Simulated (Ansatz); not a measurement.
**How far is PAW off for Se?**

```
CELL_PARAMETERS angstrom
3.64658 0.00000 0.00000
-1.82329 3.15803 0.00000
0.00000 0.00000 3.77429
ATOMIC_POSITIONS crystal
Se 0.33333 0.66667 0.25000
Se 0.66667 0.33333 0.75000
```

Atoms are numbered in the order listed.

The conventional cell has a = 3.647 Å, b = 3.647 Å, c = 3.774 Å, α = 90.00°, β = 90.00°, γ = 120.00°. Se (atom 1) is surrounded by 6 Se at 2.83 Å.

The cell was built from the hcp type and relaxed in the same program; it needn't be a known or the stable phase. The listed cell was then made from it by scaling, straining or moving an atom.

Methods: DFT, PBE, PAW with Ansatz's default frozen-core files, scalar-relativistic (Ansatz 0.2.0); DFT, PBE, all-electron LAPW, scalar-relativistic (Ansatz 0.2.0).

For PAW: a Γ-centred 19×19×10 k mesh, Fermi–Dirac smearing of 0.03 eV, cutoff 420 eV, no spin polarisation. LAPW targets a basis error of 0.5 meV/atom. The Ansatz runs share mesh, smearing and spin set-up. Plane-wave (PAW) pressures include the program's estimate of the Pulay term.

Stress and pressure are positive in compression.

The change that made this cell: volume scaled by 0.97.

```tsv
quantity	PAW	LAPW
pressure (GPa)	2.17	2.16
stress xx (GPa)	1.77	1.76
stress zz (GPa)	2.96	2.95
```
